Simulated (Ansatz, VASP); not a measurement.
**One calculation of SnSe, two programs**

POSCAR

```
SnSe
1.0
   -0.1002467320      3.3639842963      3.3639842963
    3.3639842963     -0.1002467320      3.3639842963
    3.2637375643      3.2637375643      0.0000000000
Sn Se
1 1
Direct
   -0.0057375899     -0.0057375899      0.0057375899
    0.2557375899      0.2557375899      0.2442624101
```

INCAR.step1

```
PREC     = Accurate       # precision mode
ENCUT    = 520            # plane-wave cutoff, eV
ISMEAR   = -1             # smearing method
SIGMA    = 0.02           # smearing width, eV
LREAL    = False          # projectors in reciprocal space
LASPH    = True           # aspherical terms in the spheres
NELM     = 100            # most SCF steps
NBANDS   = 17             # bands
GGA      = PE             # functional
ALGO     = Normal         # electronic algorithm
EDIFF    = 1E-4           # SCF threshold, eV
LWAVE    = True           # write WAVECAR
LCHARG   = False          # write CHGCAR
```

Contents of INCAR.step2:

```
PREC     = Accurate       # precision mode
ENCUT    = 520            # plane-wave cutoff, eV
EDIFF    = 1E-7           # SCF threshold, eV
ISMEAR   = -1             # smearing method
SIGMA    = 0.02           # smearing width, eV
LREAL    = False          # projectors in reciprocal space
LASPH    = True           # aspherical terms in the spheres
NELM     = 100            # most SCF steps
ALGO     = Normal         # electronic algorithm
ISIF     = 2              # what is computed and relaxed
LWAVE    = False          # write WAVECAR
LCHARG   = True           # write CHGCAR
METAGGA  = R2SCAN         # meta-GGA
LMIXTAU  = True         
LELF     = True           # ELF
LVHAR    = True         
NBANDS   = 17             # bands
ISTART   = 1
```

Contents of KPOINTS:

```
regular mesh
0
Gamma
  6 6 6
```

Input for Ansatz:

```yaml
crystal:
  lattice:
    - [-0.100246732, 3.3639842963, 3.3639842963]
    - [3.3639842963, -0.100246732, 3.3639842963]
    - [3.2637375643, 3.2637375643, 0.0]
  atoms:
    - { symbol: Sn, position: [-0.0057375899, -0.0057375899, 0.0057375899] }
    - { symbol: Se, position: [0.2557375899, 0.2557375899, 0.2442624101] }
kpoints:
  mp_grid: { grid: [6, 6, 6] }
  band_path:
    path:
      - [0.0, 0.0, 0.0]
      - [-0.5, -0.5, 0.0]
      - [-0.375, -0.375, 0.25]
      - [-0.375, 0.0, 0.375]
      - [0.0, 0.0, 0.5]
      - [-0.5, -0.25, 0.25]
    npoints: 1
hamiltonian:
  xc: r2scan
scf:
  occupations: { method: fermi_dirac, width: 0.02 }
  n_extra_bands: 4
output:
  forces: true
  stress: true
  eigenvalues: true
```

Change from the starting cell: shear_xy strain -6.0%.

Alike in both runs: task single point; functional r2SCAN; k mesh 6 × 6 × 6; occupations fermi-dirac, width 0.02 eV; no spin polarisation.

|  | VASP | Ansatz |
| --- | --- | --- |
| version | VASP 6.6.1 | Ansatz 0.2.0 |
| potentials or method | VASP PAW PBE potentials, release 64 (Sn_d, Se) | plane waves, PAW |
| plane-wave cutoff (eV) | 520 | 500 |
| valence electrons in the cell | 20 | 30 |

```csv
,VASP,Ansatz,Ansatz less VASP
pressure (GPa),-0.1,-0.1,0.00
largest component of the traceless stress (GPa),0.82,0.83,+0.015
```

The two sets of potentials don't hold the same shells in valence.

Caveats: the PAW data sets were made with another functional, which shifts forces and pressure a little (VASP); spin-orbit coupling is left out, which moves the levels of the heavy elements. A k mesh can miss the band edges.
